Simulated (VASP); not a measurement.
# HgTe (Coloradoite) (F-43m) in VASP: notebook

One crystal, HgTe (Coloradoite), is run at these levels: PBEsol, AM05; tasks: relaxation of the atoms, relaxation of cell and atoms.

Program: VASP 6.6.1. These are calculated values, not measurements. Logs are shortened: lines on timing, memory, paths and dates and some standing lists are left out, and cuts for length are marked.

### Step 1. The structure

It takes space group F-43m (No. 216, cubic). The conventional cell has a = 6.516 Å, b = 6.516 Å, c = 6.516 Å, α = 90.00°, β = 90.00°, γ = 90.00°. Around Hg (site symmetry -43m) lie 4 Te at 2.82 Å. Te (site symmetry -43m) is surrounded by 4 Hg at 2.82 Å.

### Step 2. Relaxation of the atoms, PBEsol

INCAR

```
ALGO = Normal ; EDIFF = 1E-7
EDIFFG = -0.01 ; ENCUT = 600
GGA = PS ; IBRION = 2
ISIF = 2 ; ISMEAR = 0
LASPH = True ; LCHARG = False
LREAL = False ; LWAVE = False
NELM = 80 ; NSW = 40
PREC = Accurate ; SIGMA = 0.03
```

KPOINTS

```
k-points
0
Gamma
  10 10 10
```

POSCAR

```
HgTe                                    
1.0
    0.0000000000      3.2580088202      3.2580088202
    3.2580088202      0.0000000000      3.2580088202
    3.2580088202      3.2580088202      0.0000000000
  Hg              Te            
     1     1
Direct
     0.0000000000000000    0.0000000000000000    0.0000000000000000
     0.2500000000000000    0.2500000000000000    0.2500000000000000
```

Potentials or basis: VASP PAW PBE potentials, release 64 (Hg, Te).

Command:

```bash
$ cat potpaw_PBE.64/Hg/POTCAR potpaw_PBE.64/Te/POTCAR > POTCAR
$ mpirun -np 1 vasp_std > vasp.out
```

OUTCAR:

```text
EDIFF = 1E-7
   EDIFFG = -0.01
   ENCUT = 600
   GGA = PS
   IBRION = 2
   ISIF = 2
   ISMEAR = 0
   LASPH = True
   LREAL = False
   NELM = 80
   NSW = 40
   PREC = Accurate

 ion  position               nearest neighbor table
   1  0.000  0.000  0.000-   2 2.82   2 2.82   2 2.82   2 2.82
   2  0.250  0.250  0.250-   1 2.82   1 2.82   1 2.82   1 2.82

  LATTYP: Found a face centered cubic cell.
 ALAT       =     6.5160176404

  Lattice vectors:

 A1 = (   0.0000000000,   3.2580088202,   3.2580088202)
 A2 = (   3.2580088202,   0.0000000000,   3.2580088202)
 A3 = (   3.2580088202,   3.2580088202,   0.0000000000)

Analysis of symmetry for initial positions (statically):
=====================================================================
 Subroutine PRICEL returns:
 Original cell was already a primitive cell.

 Routine SETGRP: Setting up the symmetry group for a
 face centered cubic supercell.

 Subroutine GETGRP returns: Found 24 space group operations
 (whereof 24 operations were pure point group operations)
 out of a pool of 48 trial point group operations.

The static configuration has the point symmetry T_d .

Analysis of symmetry for dynamics (positions and initial velocities):
=====================================================================
 Subroutine PRICEL returns:
 Original cell was already a primitive cell.

 Routine SETGRP: Setting up the symmetry group for a
 face centered cubic supercell.

 Subroutine GETGRP returns: Found 24 space group operations
 (whereof 24 operations were pure point group operations)
 out of a pool of 48 trial point group operations.

The dynamic configuration has the point symmetry T_d .

 Subroutine INISYM returns: Found 24 space group operations
 (whereof 24 operations are pure point group operations),
 and found     1 'primitive' translations

----------------------------------------------------------------------------------------

                                     Primitive cell

  volume of cell :      69.1651

  direct lattice vectors                    reciprocal lattice vectors
     0.000000000  3.258008820  3.258008820    -0.153467970  0.153467970  0.153467970
     3.258008820  0.000000000  3.258008820     0.153467970 -0.153467970  0.153467970
     3.258008820  3.258008820  0.000000000     0.153467970  0.153467970 -0.153467970

  length of vectors
     4.607520260  4.607520260  4.607520260     0.265814321  0.265814321  0.265814321

  position of ions in fractional coordinates (direct lattice)
     0.000000000  0.000000000  0.000000000
     0.250000000  0.250000000  0.250000000

  ion indices of the primitive-cell ions
   primitive index   ion index
[... 90 lines left out ...]
   EFERMI_NEDOS =   21; number of points for ismear=-14 and -15
   IALGO  =     38    algorithm
   IMIX   =      4    mixing-type and parameters
     AMIX     =   0.40;   BMIX     =  1.00
     AMIX_MAG =   1.60;   BMIX_MAG =  1.00
  volume/ion in A,a.u.               =      34.58       233.37
  Fermi-wavevector in a.u.,A,eV,Ry     =   1.045210  1.975160 14.863864  1.092463
  Thomas-Fermi vector in A             =   2.179996
   LORBIT       =      0    0 simple, 1 ext, 2 COOP (PROOUT), +10 PAW based schemes
   GGA     = PS    functional components
   LHFCALC =     F    Hartree Fock is set to
   AEXX    =    0.0000 exact exchange contribution
   IVDW    =     0    specifies the selected vdW correction
   LEPSILON=     F    determine dielectric tensor
   LRPA    =     F    only Hartree local field effects (RPA)
 conjugate gradient relaxation of ions
 non-spin polarized calculation
 Gauss-broadening in eV      SIGMA  =   0.03
  energy-cutoff  :      600.00
  volume of cell :       69.17
 maximum number of plane-waves:      2334
 NGX is ok and might be reduce to    40
   NGX = 19   NGY = 19   NGZ = 19

 number of electron      17.9999999 magnetization

 Free energy of the ion-electron system (eV)
  ---------------------------------------------------
  ext. energy  EPLUGINS =         0.00000000
  ---------------------------------------------------
  free energy    TOTEN  =        -4.37671162 eV

  energy without entropy =       -4.37666535  energy(sigma->0) =       -4.37668848

 E-fermi :   2.7098     XC(G=0):  -8.8278

 val. band max:        2.7006860807   @ k =   0.0000   0.0000   0.0000
 cond. band min:       3.1798504342   @ k =   0.1000   0.0000   0.0000
 fundamental gap:      0.4791643535
 Fermi energy:         2.7098231700

 k-point     1 :       0.0000    0.0000    0.0000
  band No.  band energies     occupation
      1      -9.1523      2.00000
      2      -4.5061      2.00000
      3      -4.5061      2.00000
      4      -4.5061      2.00000
      5      -3.9992      2.00000
      6      -3.9992      2.00000
      7       1.8397      2.00000
      8       2.7007      1.33333
      9       2.7007      1.33333
     10       2.7007      1.33333
     11       6.9245      0.00000
     12       6.9245      0.00000
     13       6.9245      0.00000
[... 354 lines left out ...]
  band No.  band energies     occupation
      1      -8.5701      2.00000
      2      -4.3579      2.00000
      3      -4.2673      2.00000
      4      -4.2393      2.00000
      5      -3.9546      2.00000
      6      -3.9090      2.00000
      7      -1.7830      2.00000
      8       0.7336      2.00000
      9       0.9184      2.00000
     10       4.7342      0.00000
     11       5.6466      0.00000
     12       9.0659      0.00000
     13       9.8169      0.00000

 [... further k-points ...]

------------------------ aborting loop because EDIFF is reached ----------------------------------------

  FORCE on cell =-STRESS in cart. coord.  units (eV):
  Direction    XX          YY          ZZ          XY          YZ          ZX
  --------------------------------------------------------------------------------------
  -------------------------------------------------------------------------------------
  Total        0.0011709      0.0011709      0.0011709      0.0000000      0.0000000      0.0000000
  in kB        0.0271240      0.0271240      0.0271240      0.0000000      0.0000000      0.0000000
  external PRESSURE =       0.0271240 kB  Pullay stress =       0.0000000 kB

 VOLUME and BASIS-vectors are now :
 -----------------------------------------------------------------------------
  energy-cutoff  :      600.00
  volume of cell :       69.17
      direct lattice vectors                 reciprocal lattice vectors
     0.000000000  3.258008820  3.258008820    -0.153467970  0.153467970  0.153467970
     3.258008820  0.000000000  3.258008820     0.153467970 -0.153467970  0.153467970
     3.258008820  3.258008820  0.000000000     0.153467970  0.153467970 -0.153467970

 POSITION                                       TOTAL-FORCE (eV/Angst)
 -----------------------------------------------------------------------------------
      0.00000      0.00000      0.00000         0.000000     -0.000000     -0.000000
      1.62900      1.62900      1.62900        -0.000000      0.000000      0.000000
 -----------------------------------------------------------------------------------
    total drift:                                0.000000      0.000000      0.000000

  FREE ENERGIE OF THE ION-ELECTRON SYSTEM (eV)
  ---------------------------------------------------
  free  energy   TOTEN  =        -4.3767116241 eV

  energy  without entropy=       -4.3766653454  energy(sigma->0) =       -4.37668848

 reached required accuracy - stopping structural energy minimisation
```

OSZICAR:

```text
N       E                     dE             d eps       ncg     rms          rms(c)
DAV:   1     0.114898105502E+03    0.11490E+03   -0.86577E+03  1222   0.133E+03
DAV:   2     0.312299380012E+00   -0.11459E+03   -0.10739E+03  1322   0.276E+02
DAV:   3    -0.455874179739E+01   -0.48710E+01   -0.48475E+01  1497   0.594E+01
DAV:   4    -0.460792645748E+01   -0.49185E-01   -0.49173E-01  1632   0.551E+00
DAV:   5    -0.460823869702E+01   -0.31224E-03   -0.31224E-03  1490   0.366E-01    0.726E+00
DAV:   6    -0.438838386693E+01    0.21985E+00   -0.54646E-01  1402   0.110E+01    0.590E+00
DAV:   7    -0.437893989136E+01    0.94440E-02   -0.10870E-01  1342   0.261E+00    0.224E+00
DAV:   8    -0.437697114373E+01    0.19687E-02   -0.10623E-02  1257   0.141E+00    0.632E-01
DAV:   9    -0.437669728103E+01    0.27386E-03   -0.83416E-04  1467   0.364E-01    0.119E-01
DAV:  10    -0.437670587086E+01   -0.85898E-05   -0.85113E-05  1375   0.997E-02    0.538E-02
DAV:  11    -0.437671257869E+01   -0.67078E-05   -0.21745E-05  1327   0.424E-02    0.243E-02
DAV:  12    -0.437671162247E+01    0.95621E-06   -0.37707E-06  1417   0.179E-02    0.135E-02
DAV:  13    -0.437671162410E+01   -0.16273E-08   -0.24597E-07  1307   0.413E-03
   1 F= -.43767116E+01 E0= -.43766885E+01  d E =-.437671E+01
```

Wall time 63 s (1 thread of AMD EPYC 7R13 (Zen 3), shared host); peak memory 0.24 GiB.

Results:

| Quantity | Value |
| --- | --- |
| Free energy | -4.3767 eV |
| Pressure after relaxing | 0.0 GPa |
| Band gap on the k mesh | none (metal or under the smearing width) |

Final structure:
```cif
data_structure
_symmetry_space_group_name_H-M 'P 1'
_symmetry_Int_Tables_number 1
_cell_length_a 4.6075
_cell_length_b 4.6075
_cell_length_c 4.6075
_cell_angle_alpha 60.000
_cell_angle_beta 60.000
_cell_angle_gamma 60.000
_cell_volume 69.17
loop_
_atom_site_label
_atom_site_type_symbol
_atom_site_fract_x
_atom_site_fract_y
_atom_site_fract_z
_atom_site_occupancy
Hg1 Hg 0.00000 0.00000 0.00000 1
Te1 Te 0.25000 0.25000 0.25000 1
```

Caveat: the relaxation stopped at its first step, so nothing moved; the PAW data sets were made with another functional, which shifts forces and pressure a little.

### Step 3. Relaxation of the atoms, PBEsol (a relaxed cell with its volume scaled by 1.02)

INCAR is that of step 2.

KPOINTS is that of step 2.

POSCAR

```
HgTe                                    
1.0
    0.0000000000      3.2795856664      3.2795856664
    3.2795856664      0.0000000000      3.2795856664
    3.2795856664      3.2795856664      0.0000000000
  Hg              Te            
     1     1
Direct
     0.0000000000000000    0.0000000000000000    0.0000000000000000
     0.2500000000000000    0.2500000000000000    0.2500000000000000
```

Potentials or basis: VASP PAW PBE potentials, release 64 (Hg, Te).

Command:

```bash
$ cat potpaw_PBE.64/Hg/POTCAR potpaw_PBE.64/Te/POTCAR > POTCAR
$ mpirun -np 1 vasp_std > vasp.out
```

It took 71 s on 1 thread of AMD EPYC 7R13 (Zen 3), shared host; peak memory 0.24 GiB.

The run converged. Its results:

| Property | Result |
| --- | --- |
| Free energy | -4.3734 eV |
| Pressure after relaxing | -0.8 GPa |
| Band gap on the k mesh | none (metal or under the smearing width) |

Final structure:
```
CELL_PARAMETERS angstrom
0.00000 3.27959 3.27959
3.27959 0.00000 3.27959
3.27959 3.27959 0.00000
ATOMIC_POSITIONS crystal
Hg 0.00000 0.00000 0.00000
Te 0.25000 0.25000 0.25000
```

Levels at points of the mesh, in eV from the Fermi level:
```csv
k point,band 6,band 7,band 8,band 9,band 10,band 11,band 12,band 13
"(0.00, 0.00, 0.00)",-6.62,-0.92,-0.01,-0.01,-0.01,4.25,4.25,4.25
"(0.50, 0.00, 0.00)",-6.35,-5.26,-0.92,-0.92,0.63,5.01,5.01,6.71
"(0.50, 0.50, 0.00)",-6.22,-5.24,-2.12,-2.12,1.85,2.49,7.93,8.63
```

Caveat: the relaxation stopped at its first step, so nothing moved; the PAW data sets were made with another functional, which shifts forces and pressure a little.

[end of part 1 of 2]
